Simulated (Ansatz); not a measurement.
Theory: DFT PBE, scalar-relativistic, plane waves, PAW in Ansatz. Settings of the last relaxation (16-atom cell): 420 eV, 4×4×4 k points, Gaussian smearing of 0.02 eV, no spin polarisation.

Energies over the elements count from the elements' standard structures at the same level, with no fitted energy shifts.

Task: Find a candidate tetragonal semiconductor with formula MgS, with a gap near 2.9 eV, a formation energy near −1.36 eV/atom and a density near 1.95 g/cm³, in a cell of 8 atoms.

Result: MgS, space group I4/mcm (No. 140). Mg has 5 S at 2.49–2.63 Å; S has 5 Mg at 2.49–2.63 Å.

```
Mg S
1.0
    -4.28041    4.28041    2.62631
     4.28041   -4.28041    2.62631
     4.28041    4.28041   -2.62631
Mg S
4 4
Direct
  0.14320 0.64320 0.78640
  0.85680 0.35680 0.21360
  0.35680 0.14320 0.50000
  0.64320 0.85680 0.50000
  0.84867 0.65133 0.50000
  0.15133 0.34867 0.50000
  0.65133 0.15133 0.80266
  0.34867 0.84867 0.19734
```

The volume per atom is 24.06 Å³ and the density is 1.95 g/cm³. The formation energy is −1.365 eV/atom. The gap on the 4×4×4 mesh of the 16-atom cell is 2.94 eV.

The cell was found from a structure generator's guess, not taken from experiment. The answer needn't be unique; the calculation gave this one.

Kohn–Sham gaps at this level usually fall short of measured ones. The reference form of S is held partly by dispersion forces, which this level lacks. Symmetry constrained the relaxation, so the result can be a saddle point.
